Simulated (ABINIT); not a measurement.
# Moving the pressure in TaN

The cell as given:

The structure is cubic, space group Fm-3m (No. 225). The conventional cell has a = 4.423 Å, b = 4.423 Å, c = 4.423 Å, α = 90.00°, β = 90.00°, γ = 90.00°. Around Ta (site symmetry m-3m) lie 6 N at 2.21 Å. Around N (site symmetry m-3m) lie 6 Ta at 2.21 Å.

The cell comes from a database or a generator and needn't be the stable form of this composition.

Kept alike: task relaxation of cell and atoms; functional PBE; k mesh 10 × 10 × 10; occupations fermi-dirac, width 0.05 eV; no spin polarisation. Program: ABINIT, JTH PAW PBE v2.0, cutoff 707 eV. The mesh is that of the run's cell of 2 atoms. No spin-orbit coupling.

| pressure, P (GPa) | volume (Å³/atom) |
| --- | --- |
| 0 | 10.768 |
| 5 | 10.612 |
| 10 | 10.468 |
| 20 | 10.206 |
| 30 | 9.976 |

The relaxations keep at least the cell's symmetry (Fm-3m). For a metal such a mesh leaves the last digits unconverged. The runs follow the start's structure, whether or not it is the stable one at these pressures. P is the pressure aimed at, which the runs meet within some hundredths to tenths of a GPa.

The volume falls from 10.768 to 9.976 Å³/atom between 0 and 30 GPa. The volume falls ever more slowly, since the solid stiffens under load. At the pressures aimed at, which the runs meet within some tenths of a GPa, the step from 0 to 5 GPa gives a mean bulk modulus near 343 GPa, the last step 439 GPa.
